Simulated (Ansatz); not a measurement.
# HfH2: the cost of one run

Program: Ansatz 0.2.0. Level of theory: DFT PBEsol, scalar-relativistic, plane waves, PAW. These are calculated values, not measurements.

1 further run of the same task is left out (set aside as unsound or not needed).

## (1) The starting structure

The structure is tetragonal, space group I4/mmm (No. 139). The conventional cell has a = 3.464 Å, b = 3.464 Å, c = 4.238 Å, α = 90.00°, β = 90.00°, γ = 90.00°. Hf (site symmetry 4/mmm) has 8 H at 2.03 Å in its first shell of neighbours. H (site symmetry -4m2) is surrounded by 4 Hf at 2.03 Å.

Coordinates:

```
CELL_PARAMETERS angstrom
-1.73213 1.73213 2.11884
1.73213 -1.73213 2.11884
1.73213 1.73213 -2.11884
ATOMIC_POSITIONS crystal
Hf 0.00000 0.00000 0.00000
H 0.75000 0.25000 0.50000
H 0.25000 0.75000 0.50000
```

This cell was relaxed beforehand with the same method: volume 8.48 Å³/atom, gap on the mesh none (metal).

## (2) Static run: bands, density of states and charges

Input file input.yaml:

```yaml
crystal:
  lattice:
    - [-1.7321345597, 1.7321345597, 2.1188358167]
    - [1.7321345597, -1.7321345597, 2.1188358167]
    - [1.7321345597, 1.7321345597, -2.1188358167]
  atoms:
    - { symbol: Hf, position: [0.0, 0.0, 0.0] }
    - { symbol: H, position: [0.75, 0.25, 0.5] }
    - { symbol: H, position: [0.25, 0.75, 0.5] }
basis:
  ecutwfc: 420
kpoints:
  mp_grid: { grid: [16, 16, 16] }
  band_path:
    path:
      - [[0.0, 0.0, 0.0], [0.0, 0.0, 0.5], [0.25, 0.25, 0.25], [0.0, 0.5, 0.0], [0.0, 0.0, 0.0], [0.5, 0.5, -0.5], [0.41707392, 0.58292608, -0.41707392]]
      - [[-0.41707392, 0.41707392, 0.41707392], [0.0, 0.0, 0.0]]
      - [[0.0, 0.0, 0.5], [-0.33414783, 0.33414783, 0.5]]
      - [[0.5, 0.5, -0.33414783], [0.5, 0.5, -0.5]]
    npoints: 14
hamiltonian:
  xc: pbesol
scf:
  occupations: { method: gaussian, width: 0.1 }
  n_extra_bands: 7
output:
  forces: true
  stress: true
  eigenvalues: true
  populations: true
  dos: { projected: true, de: 0.02, nscf_kmesh: { grid: [24, 24, 24] } }
  bader: true
  write_density: true
  write_potential: true
  elf: true
  volumetric_format: npy
```

Run with:

```console
$ ansatz run input.yaml --threads 1 --pin off --max-ram 2560MiB --backend cpu --events-out ev --progress --plain --runs-dir out
```

What time and memory should one allow on 1 thread of Arm Neoverse V2, shared host?

About 41 s, with a peak of 0.56 GiB.
